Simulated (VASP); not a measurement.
# InP (F-43m) in VASP: notebook

InP is run at these levels: PBE+D3(BJ); tasks: relaxation of cell and atoms, single point.

Program: VASP 6.6.1. These are calculated values, not measurements. Logs are shortened: lines on timing, memory, paths and dates and some standing lists are left out, and cuts for length are marked.

**What was measured.**

A printed reference work, data compilation reports, for a bulk crystal of InP at 1.6 K: band gap 1.4236 eV (direct).

How close the calculation comes is told below.

## (1) The cell of the first run

The structure is cubic, space group F-43m (No. 216). Conventional cell: a = 5.861 Å, b = 5.861 Å, c = 5.861 Å, α = 90.00°, β = 90.00°, γ = 90.00°. Within 3.3 Å of In (site symmetry -43m) lie 4 P at 2.54 Å. P (site symmetry -43m) has 4 In at 2.54 Å within 3.3 Å.

## (2) Relaxation of cell and atoms, PBE+D3(BJ)

The input, INCAR:

```
  PREC = Accurate
  ENCUT = 600
  EDIFF = 1E-7
  ISMEAR = 0
  SIGMA = 0.02
  LREAL = False
  LASPH = True
  NELM = 80
  ALGO = Normal
  ISIF = 3
  LWAVE = False
  LCHARG = False
  GGA = PE
  IVDW = 12
  IBRION = 2
  NSW = 100
  EDIFFG = -0.005
```

The input, KPOINTS:

```
regular mesh
0
Gamma
  8 8 8
```

The input, POSCAR:

```
InP
1.0
    0.0000000000      2.9305000000      2.9305000000
    2.9305000000      0.0000000000      2.9305000000
    2.9305000000      2.9305000000      0.0000000000
In P
1 1
Direct
    0.0000000000      0.0000000000      0.0000000000
    0.7500000000      0.7500000000      0.7500000000
```

Potentials or basis: VASP PAW PBE potentials, release 64 (In_d, P).

Command:

```console
$ cat potpaw_PBE.64/In_d/POTCAR potpaw_PBE.64/P/POTCAR > POTCAR
$ mpirun -np 1 vasp_std > vasp.out
```

OUTCAR:

```text
PREC = Accurate
   ENCUT = 600
   EDIFF = 1E-7
   ISMEAR = 0
   LREAL = False
   LASPH = True
   NELM = 80
   ISIF = 3
   GGA = PE
   IVDW = 12
   IBRION = 2
   NSW = 100
   EDIFFG = -0.005
 IVDW          = 12

 ion  position               nearest neighbor table
   1  0.000  0.000  0.000-   2 2.54   2 2.54   2 2.54   2 2.54
   2  0.750  0.750  0.750-   1 2.54   1 2.54   1 2.54   1 2.54

  LATTYP: Found a face centered cubic cell.
 ALAT       =     5.8610000000

  Lattice vectors:

 A1 = (   0.0000000000,   2.9305000000,   2.9305000000)
 A2 = (   2.9305000000,   0.0000000000,   2.9305000000)
 A3 = (   2.9305000000,   2.9305000000,   0.0000000000)

Analysis of symmetry for initial positions (statically):
=====================================================================
 Subroutine PRICEL returns:
 Original cell was already a primitive cell.

 Routine SETGRP: Setting up the symmetry group for a
 face centered cubic supercell.

 Subroutine GETGRP returns: Found 24 space group operations
 (whereof 24 operations were pure point group operations)
 out of a pool of 48 trial point group operations.

The static configuration has the point symmetry T_d .

Analysis of symmetry for dynamics (positions and initial velocities):
=====================================================================
 Subroutine PRICEL returns:
 Original cell was already a primitive cell.

 Routine SETGRP: Setting up the symmetry group for a
 face centered cubic supercell.

 Subroutine GETGRP returns: Found 24 space group operations
 (whereof 24 operations were pure point group operations)
 out of a pool of 48 trial point group operations.

The dynamic configuration has the point symmetry T_d .

 Subroutine INISYM returns: Found 24 space group operations
 (whereof 24 operations are pure point group operations),
 and found     1 'primitive' translations

----------------------------------------------------------------------------------------

                                     Primitive cell

  volume of cell :      50.3333

  direct lattice vectors                    reciprocal lattice vectors
     0.000000000  2.930500000  2.930500000    -0.170619348  0.170619348  0.170619348
     2.930500000  0.000000000  2.930500000     0.170619348 -0.170619348  0.170619348
     2.930500000  2.930500000  0.000000000     0.170619348  0.170619348 -0.170619348

  length of vectors
     4.144352845  4.144352845  4.144352845     0.295521380  0.295521380  0.295521380

  position of ions in fractional coordinates (direct lattice)
     0.000000000  0.000000000  0.000000000
     0.750000000  0.750000000  0.750000000

  ion indices of the primitive-cell ions
   primitive index   ion index
                 1           1
                 2           2

----------------------------------------------------------------------------------------

 KPOINTS: regular mesh

Automatic generation of k-mesh.
 Grid dimensions read from file:
 generate k-points for:    8    8    8

 Generating k-lattice:

  Cartesian coordinates                     Fractional coordinates (reciprocal lattice)
    -0.021327419  0.021327419  0.021327419     0.125000000  0.000000000  0.000000000
     0.021327419 -0.021327419  0.021327419     0.000000000  0.125000000  0.000000000
     0.021327419  0.021327419 -0.021327419     0.000000000  0.000000000  0.125000000

  Length of vectors
     0.036940172  0.036940172  0.036940172

  Shift w.r.t. Gamma in fractional coordinates (k-lattice)
     0.000000000  0.000000000  0.000000000

 Subroutine IBZKPT returns following result:
 ===========================================

 Found     29 irreducible k-points:

 Following reciprocal coordinates:
            Coordinates               Weight
  0.000000  0.000000  0.000000      1.000000
  0.125000  0.000000  0.000000      8.000000
  0.250000  0.000000  0.000000      8.000000
  0.375000  0.000000  0.000000      8.000000
  0.500000  0.000000  0.000000      4.000000
  0.125000  0.125000  0.000000      6.000000
[... 16 lines left out ...]
  0.500000  0.250000  0.125000     48.000000
 -0.375000  0.250000  0.125000     24.000000
 [... further k-points ...]
   k-points           NKPTS =     29   k-points in BZ     NKDIM =     29   number of bands    NBANDS=     13
   number of dos      NEDOS =    301   number of ions     NIONS =      2
   total plane-waves  NPLWV =  46656
   dimension x,y,z NGX =    36 NGY =   36 NGZ =   36
   dimension x,y,z NGXF=    72 NGYF=   72 NGZF=   72
   ions per type =               1   1
   NGX,Y,Z   is equivalent  to a cutoff of  14.44, 14.44, 14.44 a.u.
   NGXF,Y,Z  is equivalent  to a cutoff of  28.88, 28.88, 28.88 a.u.
 SYSTEM =  unknown system
   PREC   = accura    normal or accurate (medium, high low for compatibility)
   ISTART =      0    job   : 0-new  1-cont  2-samecut
   ICHARG =      2    charge: 1-file 2-atom 10-const
   ISPIN  =      1    spin polarized calculation?
   LNONCOLLINEAR =      F non collinear calculations
   LSORBIT =      F    spin-orbit coupling
   LASPH  =      T    aspherical Exc in radial PAW
   ENCUT  =  600.0 eV  44.10 Ry    6.64 a.u.   8.28  8.28  8.28*2*pi/ulx,y,z
   NELM   =     80;   NELMIN=  2; NELMDL= -5     # of ELM steps
   EDIFF  = 0.1E-06   stopping-criterion for ELM
   LREAL  =      F    real-space projection
   EDIFFG = -.5E-02   stopping-criterion for IOM
   NSW    =    100    number of steps for IOM
   IBRION =      2    ionic relax: 0-MD 1-quasi-New 2-CG
   NFREE  =      1    steps in history (QN), initial steepest desc. (CG)
   ISIF   =      3    stress and relaxation
   ISYM   =      2    0-nonsym 1-usesym 2-fastsym
   POTIM  = 0.5000    time-step for ionic-motion
   TEBEG  =    0.0;   TEEND  =   0.0 temperature during run
   PSTRESS=    0.0 pullay stress
   NELECT =      18.0000    total number of electrons
   NUPDOWN=      -1.0000    fix difference up-down
   EMIN   =  10.00;   EMAX   =-10.00  energy-range for DOS
   EFERMI =   0.00;   METHOD = LEGACY
   ISMEAR =     0;   SIGMA  =   0.02  broadening in eV -4-tet -1-fermi 0-gaus
   EFERMI_NEDOS =   21; number of points for ismear=-14 and -15
   IALGO  =     38    algorithm
   IMIX   =      4    mixing-type and parameters
     AMIX     =   0.40;   BMIX     =  1.00
     AMIX_MAG =   1.60;   BMIX_MAG =  1.00
  volume/ion in A,a.u.               =      25.17       169.83
  Fermi-wavevector in a.u.,A,eV,Ry     =   1.162021  2.195901 18.371846  1.350293
  Thomas-Fermi vector in A             =   2.298587
   LORBIT       =      0    0 simple, 1 ext, 2 COOP (PROOUT), +10 PAW based schemes
   GGA     = PE    functional components
   LHFCALC =     F    Hartree Fock is set to
   AEXX    =    0.0000 exact exchange contribution
   IVDW    =    12    specifies the selected vdW correction
   LEPSILON=     F    determine dielectric tensor
   LRPA    =     F    only Hartree local field effects (RPA)
 conjugate gradient relaxation of ions
 non-spin polarized calculation
 Gauss-broadening in eV      SIGMA  =   0.02
  energy-cutoff  :      600.00
  volume of cell :       50.33
 maximum number of plane-waves:      1700
 NGX is ok and might be reduce to    36
   NGX = 17   NGY = 17   NGZ = 17

--------------------------------------- Ionic step        1  -------------------------------------------

 number of electron      17.9999998 magnetization

 Free energy of the ion-electron system (eV)
  ---------------------------------------------------
  ext. energy  EPLUGINS =         0.00000000
  ---------------------------------------------------
  free energy    TOTEN  =        -8.38087474 eV

  energy without entropy =       -8.38087474  energy(sigma->0) =       -8.38087474

------------------------ aborting loop because EDIFF is reached ----------------------------------------

 Edisp (eV)   -0.62732

 E8    (eV) :    -0.2789

  FORCE on cell =-STRESS in cart. coord.  units (eV):
  Direction    XX          YY          ZZ          XY          YZ          ZX
  --------------------------------------------------------------------------------------
  -------------------------------------------------------------------------------------
  Total       0.34518     0.34518     0.34518     0.00000    -0.00000    -0.00000
  in kB      10.98753    10.98753    10.98753     0.00000    -0.00000    -0.00000
  external pressure =       10.99 kB  Pullay stress =        0.00 kB
[... 61 lines left out ...]
  energy  without entropy=       -9.0101738551  energy(sigma->0) =       -9.01017386

--------------------------------------- Ionic step        3  -------------------------------------------

 number of electron      17.9999998 magnetization

 Free energy of the ion-electron system (eV)
  ---------------------------------------------------
  ext. energy  EPLUGINS =         0.00000000
  ---------------------------------------------------
  free energy    TOTEN  =        -8.39476424 eV

  energy without entropy =       -8.39476424  energy(sigma->0) =       -8.39476424

 E-fermi :   5.1365     XC(G=0):  -9.2111

 val. band max:        5.0141874703   @ k =   0.0000   0.0000   0.0000
 cond. band min:       5.6380294921   @ k =   0.0000   0.0000   0.0000
 fundamental gap:      0.6238420218
 Fermi energy:         5.1364653838

 k-point     1 :       0.0000    0.0000    0.0000
  band No.  band energies     occupation
      1      -9.1408      2.00000
      2      -9.1408      2.00000
      3      -9.1408      2.00000
      4      -8.9967      2.00000
      5      -8.9967      2.00000
      6      -6.3936      2.00000
      7       5.0142      2.00000
      8       5.0142      2.00000
      9       5.0142      2.00000
     10       5.6380      0.00000
     11       9.1061      0.00000
     12       9.1061      0.00000
     13       9.1061      0.00000
[... 353 lines left out ...]
 k-point    24 :      -0.3750    0.2500    0.1250
  band No.  band energies     occupation
      1      -9.2660      2.00000
      2      -9.0948      2.00000
      3      -9.0759      2.00000
      4      -9.0017      2.00000
      5      -8.9843      2.00000
      6      -4.4137      2.00000
      7      -0.4542      2.00000
      8       2.3781      2.00000
      9       3.4228      2.00000
     10       8.1387      0.00000
     11       9.2064      0.00000
     12      10.8602      0.00000
     13      12.1966      0.00000

 [... further k-points ...]

------------------------ aborting loop because EDIFF is reached ----------------------------------------

 Edisp (eV)   -0.61620

 E8    (eV) :    -0.2739

  FORCE on cell =-STRESS in cart. coord.  units (eV):
  Direction    XX          YY          ZZ          XY          YZ          ZX
  --------------------------------------------------------------------------------------
  -------------------------------------------------------------------------------------
  Total       0.00130     0.00130     0.00130     0.00000     0.00000     0.00000
  in kB       0.04080     0.04080     0.04080     0.00000     0.00000     0.00000
  external pressure =        0.04 kB  Pullay stress =        0.00 kB
[... 17 lines left out ...]
  FREE ENERGIE OF THE ION-ELECTRON SYSTEM (eV)
  ---------------------------------------------------
  free  energy   TOTEN  =        -9.0109598839 eV

  energy  without entropy=       -9.0109598839  energy(sigma->0) =       -9.01095988

 reached required accuracy - stopping structural energy minimisation
```

Wall time 43 s (1 thread of Intel Xeon 6975P-C (Granite Rapids), shared host); peak memory 0.23 GiB.

Results:

| Property | Result |
| --- | --- |
| Free energy | -9.0110 eV |
| Relaxed volume | 25.58 Å³/atom |
| Relaxed cell | a = 4.167 Å, b = 4.167 Å, c = 4.167 Å, α = 60.00°, β = 60.00°, γ = 60.00° |
| Space group after relaxing (to 0.05 Å) | F-43m (No. 216) |
| Energy gained by relaxing | 1.4 meV/atom |
| Ionic steps | 3 |
| Pressure after relaxing | 0.0 GPa |
| Band gap on the k mesh | 0.62 eV, direct |
| Dispersion energy per atom | -0.308 eV |

The path:
```csv
step,energy change (eV),largest force (eV/Å),pressure (GPa),volume (Å³)
1,0.0000,0.0000,1.10,50.33
2,-0.0020,0.0000,-0.56,51.60
3,-0.0028,0.0000,0.00,51.15
```

Final structure:
```
In P
1.0
     0.00000    2.94631    2.94631
     2.94631    0.00000    2.94631
     2.94631    2.94631    0.00000
In P
1 1
Cartesian
  0.0000 0.0000 0.0000
  4.4195 4.4195 4.4195
```

Caveat: spin-orbit coupling is left out, which moves the levels of the heavy elements. A hybrid or GW would open this gap; PBE tends to underestimate it.

## (3) Single point, PBE+D3(BJ)

The input, INCAR:

```
SYSTEM = InP
ALGO = Normal ; EDIFF = 1E-6
ENCUT = 500 ; GGA = PE
GGA_COMPAT = .False. ; ISIF = 2
ISMEAR = 0 ; IVDW = 12
LASPH = .True. ; LCHARG = .False.
LREAL = .False. ; LWAVE = .False.
NBANDS = 16 ; NELM = 120
PREC = Accurate ; SIGMA = 0.1
```

The input, KPOINTS:

```
k-points
0
Gamma
  6 6 6
  0 0 0
```

POSCAR is that of step 2.

Potentials or basis: VASP PAW PBE potentials, release 64 (In_d, P).

Command:

```console
$ cat potpaw_PBE.64/In_d/POTCAR potpaw_PBE.64/P/POTCAR > POTCAR
$ mpirun -np 1 vasp_std > vasp.out
```

Run time: 5.5 s. Hardware: 1 thread of Intel Xeon 6975P-C (Granite Rapids), shared host; peak memory 0.17 GiB.

The run converged. Its results:

```
Free energy                : -8.9975 eV
Pressure                   : 1.1 GPa
Band gap on the k mesh     : 0.71 eV, direct
Dispersion energy per atom : -0.314 eV
```

Levels at points of the mesh, in eV from the valence-band top:
| k point | band 5 | band 6 | band 7 | band 8 | band 9 | band 10 | band 11 | band 12 | band 13 | band 14 |
| --- | --- | --- | --- | --- | --- | --- | --- | --- | --- | --- |
| (0.00, 0.00, 0.00) | -14.04 | -11.52 | 0.00 | 0.00 | 0.00 | 0.71 | 4.09 | 4.09 | 4.09 | 8.58 |
| (0.50, 0.00, 0.00) | -14.03 | -9.79 | -5.73 | -0.97 | -0.97 | 1.50 | 4.81 | 4.81 | 7.10 | 9.48 |
| (0.50, 0.50, 0.00) | -14.01 | -9.14 | -5.75 | -2.32 | -2.32 | 1.76 | 2.27 | 9.21 | 9.59 | 9.59 |

Caveat: spin-orbit coupling is left out, which moves the levels of the heavy elements.

## (4) Comparison with measurements

Step 3. A measured gap of InP is 1.4236 eV (direct; 1.6 K; a printed reference work, data compilation); the calculated 0.71 eV misses it by -0.71 eV. Spin-orbit coupling on In is left out. The value is that of PBE+D3(BJ), without temperature or zero-point motion. Semilocal functionals fall short of measured gaps as a rule.
